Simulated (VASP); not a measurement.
Consider the following.

```
CELL_PARAMETERS angstrom
      3.62381     0.00000     0.00000
     -1.81190     3.13831     0.00000
      0.00000     0.00000     3.86967
ATOMIC_POSITIONS crystal
  Li 0.00000 0.00000 0.50000
  Li 0.33333 0.66667 0.00000
  Li 0.66667 0.33333 0.00000
  N  0.00000 0.00000 0.00000
```

All values below come from PBE GGA, VASP's PBE PAW potentials (set 64) (plane waves; VASP). Run with 400 eV cut-off, 9×9×7 Γ-centred mesh, Gaussian smearing of 0.020 eV, potentials Li_sv N.

At this cut-off the stress carries a Pulay error, which pulls relaxed volumes low.

Q: Estimate the energy per atom (σ→0), pressure.

A: 
```yaml
energy per atom (σ→0): -3913 meV/atom
pressure: -6.06 GPa
```

Only differences to runs with the same potentials and settings are physical.

The structure comes from a computed database's Li3N entry; how it stands against other phases isn't given here. The cell was not relaxed at this level.
